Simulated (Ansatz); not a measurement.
**Cs (hcp)**

Method: PBE with spin–orbit coupling; two-component spinors; PAW, 420 eV, 10×10×6 k-mesh, Gaussian smearing of 0.05 eV; code Ansatz; PAW files: Ansatz's generated set soft_2.

```yaml
crystal:
  lattice:
    - [5.49883, 0.00000, 0.00000]
    - [-2.74941, 4.76213, 0.00000]
    - [0.00000, 0.00000, 8.98142]
  atoms:
    - { symbol: Cs, position: [0.33333, 0.66667, 0.75000] }
    - { symbol: Cs, position: [0.66667, 0.33333, 0.25000] }
```

At room temperature and ambient pressure Cs is bcc.

The cell is relaxed to zero pressure at this level.

Path: Γ–M–K–Γ–A–L–H–A | L–M | H–K, with Γ = (0.000, 0.000, 0.000), M = (0.500, 0.000, 0.000), K = (0.333, 0.333, 0.000), A = (0.000, 0.000, 0.500), L = (0.500, 0.000, 0.500), H = (0.333, 0.333, 0.500) in reciprocal vectors of the calculation's cell.

Bands as a text map, energy in eV from the Fermi level (dashes), each leg drawn with the same width:
```
  2.86 |***     **** ***       ****   *     **     **  **
  2.57 |****         ******* **    ********   **   **    
  2.29 |* * ***   * **********            **    ***  ****
  2.00 | ********* ****   **  *          *     ****      
  1.71 |  ***********       ** ****     * ***** ***    **
  1.43 |             *     *  **   **  ***    **     **  
  1.14 |   *        *     *     *    ****      *   **    
  0.86 |******************       ******     *************
  0.57 |   **   ***  *              **               ****
  0.29 |  *  *****               ***   *    *******      
  0.00 |**---***---*--***-------*-------------*****------
 -0.29 |    *            *     *        *                
 -0.57 |            *     *              *               
 -0.86 |   *               * **           *              
 -1.14 |             *     **              *             
 -1.43 | **           *  **                              
 -1.71 |*              **                                
 -2.00 |                                                 
 -2.29 |                                                 
 -2.57 |                                                 
 -2.86 |                                                 
 -3.14 |                                                 
 -3.43 |                                                 
 -3.71 |                                                 
 -4.00 |                                                 
 -4.29 |                                                 
 -4.57 |                                                 
 -4.86 |                                                 
        Γ    M    K    Γ    A    L    H    AL     MH    K
```

Problem. By these bands, is it a metal or an insulator, and if it has a gap, where are the band edges on this path?

Solution. A metal: bands cross the Fermi level.
